A band gap compares three electron counts in the same crystal: $N-1$, $N$ and $N+1$. If $E(N)$ is the lowest energy with $N$ electrons, removing one costs $I = E(N-1)-E(N)$ and adding one gives back $A = E(N)-E(N+1)$. The gap that a measurement of removal and addition would find is $E_g = I - A$. A band calculation handles only the middle count, $N$, and reads the gap from the distance between its highest filled and lowest empty level. The main failure in this table is that with LDA, PBE and PBEsol this distance falls well short of $E_g$.

VASP 6.6.1, plane-wave DFT with PAW potentials for tetragonal HfO2 (P4_2/nmc, 6 atoms) at one fixed geometry, without spin polarisation or spin-orbit coupling. The cutoff is 520 eV and the k mesh 8×8×6, with Gaussian smearing. Gaps are taken along a path through special k points; the direct gap is the smallest at a single k point.

| functional | potentials | gap on path (eV) | direct gap on path (eV) |
| --- | --- | --- | --- |
| LDA | VASP-PAW-LDA-potentials,-recommended | 4.549 | 4.633 |
| PBE | VASP-PAW-PBE-potentials,-recommended | 4.755 | 4.834 |
| PBEsol | VASP-PAW-PBE-potentials,-recommended | 4.633 | 4.714 |
| r2SCAN | VASP-PAW-PBE-potentials,-recommended | 5.294 | 5.374 |
| TB-mBJ | VASP-PAW-PBE-potentials,-recommended | 6.411 | 6.474 |

## What happens

The rows share one cell of tetragonal hafnia, so their differences come from the treatment of the electrons and not from moving atoms. LDA, PBEsol and PBE give gaps within 0.21 eV of each other. A reader who takes agreement between methods as a measure of error would quote PBE's 4.76 eV with an uncertainty of about two tenths of an eV. The next row breaks that reading: r2SCAN lies 0.54 eV above PBE, more than twice the spread of the first three.

The table holds no measured gap. A rough recalled size for hafnia in general is 5.8 eV, uncertain by some tenths and not specific to this crystal form. Against it PBE is about 1 eV too low, and LDA and PBEsol are slightly worse. Spin-orbit coupling and the motion of the atoms are left out of the calculation, but both usually narrow a gap, so including them would not be expected to close the shortfall.

## Why three methods agree on a low value

LDA builds its exchange-correlation energy from the electron density at each point, and PBE and PBEsol add the density's gradient. Each then gives one potential that acts alike on filled and empty levels. In exact density-functional theory this potential jumps by a constant, $\Delta$, when the count passes from just below $N$ to just above it. The true gap is therefore

$$E_g = \varepsilon_g + \Delta,$$

where $\varepsilon_g$ is the distance between the levels at count $N$.

The three density-based functionals have no such jump. One extra electron spread through a large crystal hardly changes the density anywhere, so a smooth functional hardly changes its potential. Taking energy differences between charged crystals doesn't help either, because with these functionals they lead back to $\varepsilon_g$. The three methods thus share an omission, and a shared omission cancels when they are compared with each other.

The helium atom shows the same effect in a simpler system. Removing one of its two electrons costs roughly 25 eV, and an added electron isn't bound, so $I-A$ is also roughly 25 eV. Yet the exact potential for helium's density puts the first empty level only about 20 eV above the filled one (both sizes are rough and recalled). An excellent density can therefore come with too small a level distance. The analogy ends there: in a crystal the other electrons screen the added charge, so helium's missing amount can't be carried over to hafnia.

Theory thus identifies a cause that the gaps alone can't isolate. PBE's potential also differs from the exact one at count $N$, and the table doesn't separate that error from the missing jump.

## What the two higher rows change

r2SCAN also uses the kinetic-energy density, which measures how rapidly the orbitals vary in space. Its energy therefore depends on the orbitals themselves, and the resulting operator can act differently on filled and empty ones. In this generalised scheme part of the jump enters the level distance. This is why a step upward from PBE to r2SCAN is expected; its size has to be computed.

TB-mBJ reaches 6.41 eV, another 1.12 eV above r2SCAN, by a different route. It is a model potential with no energy functional behind it. Like PBE's potential it acts alike on filled and empty levels, but it also uses the kinetic-energy density, and its constants were chosen to bring level distances close to measured gaps. Its high value shows that the design works in the intended direction, but it is no independent evidence for the true gap. r2SCAN lies below the rough measured size and TB-mBJ above it by similar amounts, and the uncertainty of that size is too large to rank them.

## How to recognise the failure

The first sign is the grouping. Methods built only from the density and its gradient agree, and the result moves once a method goes beyond these two ingredients. Over all five rows the gap varies by 1.86 eV, about nine times the spread of the first three. This larger range isn't an error bar, but it warns against reading the small one as an error bar.

The second sign is that a good fit to the cell doesn't carry over to the gap. The same calculations give a pressure of about −1.4 GPa for PBEsol and +0.4 GPa for r2SCAN, so both functionals find this cell nearly free of pressure. Their gaps still differ by 0.66 eV. Pressure tests how the energy of $N$ electrons changes with volume, whereas the gap depends on what happens when $N$ changes.

The third sign is what stays put. The direct gap, between levels at the same crystal momentum, lies only 0.06 to 0.08 eV above the smallest gap in every row. The methods disagree strongly about the distance between filled and empty bands and very little about this detail of their edges. That is the pattern expected if the correction mainly moves one group of bands against the other.

## A simple model and one worked case

In hafnia the filled bands near the gap come mainly from oxygen and the empty ones mainly from hafnium, by the usual chemistry of the oxide. A correction that depends mostly on this difference in character shifts the two groups apart and leaves their shapes nearly alone. Direct and indirect gap then grow by the same amount. With $G$ for the gap on the path and $D$ for the direct gap, the prediction for any row is

$$D = G + (D_{\mathrm{PBE}} - G_{\mathrm{PBE}}).$$

PBE supplies the distance in the bracket, and the other four rows test it. TB-mBJ, the row farthest from PBE, is the hardest case:

$$D = 6.411 + (4.834 - 4.755) = 6.490\ \text{eV}.$$

The calculation gives 6.474 eV, so the prediction is 0.016 eV too high. The alternative, in which all level distances stretch in proportion, misses the same row by 0.044 eV.

The rigid shift is the better picture, but TB-mBJ also shows its limit. There the small distance between direct and indirect gap shrinks by about a fifth, so the potential reshapes the band edges slightly as well as moving them. The test is also narrow, since $G$ is taken from each row and only two neighbouring gaps are compared. It doesn't establish that deeper or higher bands move rigidly. The printed analysis below gives both models for every row.

## What to do about it

For a process engineer who uses hafnia as an insulating layer, a gap that is 1 eV too small can make the layer look leakier than it is. The PBE gap shouldn't enter a barrier estimate uncorrected, however well LDA and PBEsol support it. A useful check is to keep the atoms fixed and repeat the calculation with a functional that uses the orbitals. If the gap moves by more than the density-based functionals differ, that is a clear warning against quoting their spread as the uncertainty. A small move wouldn't justify the spread either, because the new functional may recover only little of the jump.

The correction itself must come from outside the density-based functionals, for example from a measured gap of the same phase, or from a many-body calculation that treats electron addition and removal explicitly. With the rough 5.8 eV as target, PBE's empty bands would be raised by about 1.0 eV, which puts the direct gap near 5.9 eV. Keeping PBE's small distance between the two gaps is safe to about 0.02 eV across these five rows; the target is far less certain. This shift sets only the size of the gap. The barriers for electrons and for holes also need a method that corrects each band edge separately, together with the line-up of the potentials at the actual interface.

The order within the first three rows deserves less weight. LDA was run with its own atomic datasets and PBEsol, like r2SCAN and TB-mBJ, with those made for PBE, and the effect of this choice is untested. The common cell also suits them unequally: LDA finds it stretched and PBE finds it compressed. Relaxing the cell for each functional could change these small differences, but it would not supply the missing jump.

The same reasoning can be applied to a related closed-shell oxide. Ask first whether the methods being compared differ in how they treat an added electron. If they don't, their agreement shows how consistent they are with each other, and the error in the gap remains open.

The analysis program printed:

```
Gaps in eV:
     row    gap  gap less PBE gap  direct less indirect  rough recalled 5.8 less gap
     LDA  4.549            -0.206                 0.084                        1.251
     PBE  4.755                 0                 0.079                        1.045
  PBEsol  4.633            -0.122                 0.081                        1.167
  r2SCAN  5.294             0.539                  0.08                        0.506
  TB-mBJ  6.411             1.656                 0.063                       -0.611
Direct gap predicted from the indirect gap in eV:
     row  rigid shift  miss of rigid shift  stretch  miss of stretch
     LDA        4.628               -0.005    4.625        -0.008423
     PBE        4.834           -8.882e-16    4.834                0
  PBEsol        4.712               -0.002     4.71        -0.004027
  r2SCAN        5.373               -0.001    5.382         0.007955
  TB-mBJ         6.49                0.016    6.518          0.04351
Spread of LDA PBE and PBEsol gaps in eV: 0.206
Spread of all five gaps in eV: 1.862
Spread of all five over spread of the first three: 9.039
r2SCAN gap less PBEsol gap in eV: 0.661
TB-mBJ gap less r2SCAN gap in eV: 1.117
r2SCAN gap above PBE gap in percent: 11.34
TB-mBJ gap above PBE gap in percent: 34.83
Largest difference of path gap and mesh gap in eV: 0.0019
Largest miss of the rigid shift in eV: 0.016
Largest miss of the stretch in eV: 0.04351
```
